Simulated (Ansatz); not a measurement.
Computed results, one entry a study.

```xyz
8
Lattice="3.120 0.000 0.000 -1.560 2.702 0.000 0.000 0.000 10.110" Properties=species:S:1:pos:R:3 pbc="T T T" subject="AlN (4H polytype) (P6_3mc): band gap by G0W0 on HSE06" method="G0W0 on HSE06, plane waves, PAW; PAW set soft_1 (and 1 further level or step)" program="Ansatz 0.2.0" settings_of_one_run="cutoff 420 eV, 6×6×2 k-mesh, PAW set soft 1, empty bands 254, screening cutoff 120 eV, screening contour deformation, QP bands (v2, c2)" cost="2 runs, 4.3 min in all on 4 threads of Arm Neoverse V1, shared host (the runs of this entry)" notes="In doubt: masses and optical values from hybrid runs of this build are listed as unsure (in some of the runs), which bears on the screening that GW takes from such a start. The structure was relaxed with PBE. The differences hold parts that these runs do not separate: finite bands, cutoffs and mesh, points of the zone that were not corrected, the start of G0W0, spin-orbit coupling missing from it, static nuclei, no electron-hole attraction, a cell that is not a measured one, and what each experiment reads as the gap. How much each gives is not known from the steps shown." hse06_gap_over_mesh_and_listed_points="5.266 eV, from k = Γ to k = (0.500, 0.000, 0.000)" g0w0_hse06_gap_over_10_of_14_irreducible_mesh_points="5.913 eV, from k = Γ to k = (0.000, -0.500, 0.000)" gw_settings="6×6×2 mesh, 254 empty bands, screening to 120 eV, PAW set soft_1 files" known_limits="finite bands, screening cutoff and k mesh; no spin-orbit coupling in G0W0"
Al    0.000    0.000   -0.013
Al    0.000    1.801    2.526
Al    0.000    0.000    5.042
Al    1.560    0.901    7.581
N     0.000    0.000    1.903
N     0.000    1.801    4.430
N     0.000    0.000    6.958
N     1.560    0.901    9.485
```

```xyz
8
Lattice="3.120 0.000 0.000 -1.560 2.702 0.000 0.000 0.000 10.110" Properties=species:S:1:pos:R:3 pbc="T T T" subject="From PBE to G0W0: AlN (4H polytype) (P6_3mc)" method="DFT, PBE, plane waves, PAW; PAW set soft_1 (and 1 further level or step)" program="Ansatz 0.2.0" settings_of_one_run="cutoff 420 eV, 12×12×2 k-mesh, smearing width 0.02 eV, PAW set soft 1" cost="2 runs, 90 s in all on 4 threads of Arm Neoverse V1, shared host (the runs of this entry)" notes="The structure was relaxed with PBE. From 57 bands and 36 eV to 270 bands and 120 eV the gap moves by 5.296 − 5.065 = +0.231 eV (rung by rung 5.065, 5.073, 5.296 eV); bands and screening cutoff rise together, so their parts are not told apart. A line in one over the bands through the two highest rungs gives 5.296 + (5.296 − 5.073) × 134 / (270 − 134) = 5.516 eV, and through the pair below 5.073 + (5.073 − 5.065) × 57 / (134 − 57) = 5.079 eV. The two differ by 0.437 eV, not under the 0.030 eV asked, so the law does not hold well over these rungs and the limit is not known. The differences hold parts that these runs do not separate: finite bands, cutoffs and mesh, points of the zone that were not corrected, the start of G0W0, spin-orbit coupling missing from it, static nuclei, no electron-hole attraction, a cell that is not a measured one, and what each experiment reads as the gap. How much each gives is not known from the steps shown." pbe_gap_over_mesh_and_path="4.007 eV, direct, at k = Γ" g0w0_pbe_gap_over_11_of_14_irreducible_mesh_points="5.296 eV, from k = Γ to k = (0.000, -0.500, 0.000)" gw_settings="6×6×2 mesh, 254 empty bands, screening to 120 eV, PAW set soft_1 files" known_limits="finite bands, screening cutoff and k mesh; no spin-orbit coupling in G0W0; screening cutoff under 40 eV in some runs"
Al    0.000    0.000   -0.013
Al    0.000    1.801    2.526
Al    0.000    0.000    5.042
Al    1.560    0.901    7.581
N     0.000    0.000    1.903
N     0.000    1.801    4.430
N     0.000    0.000    6.958
N     1.560    0.901    9.485
```

[Paths, hosts, dates, memory and timing lines, banners, echoed tables and standing remarks are left out of the program output.]

[Logs are printed without paths, hosts, clocks, repeated set-up lines and the standing remarks that a program may print on its own settings, such as how far it seeks lower states.]

[Runs of the session that timed out or met a known fault of the program may be left out.]

[Cells called generated may have been cut or substituted from an entry of the Crystallography Open Database or the Materials Project.]

[Hosts, paths, dates, database ids (printed as entryN), source tags and the programs' standing remarks are cut or masked in the printed files.]
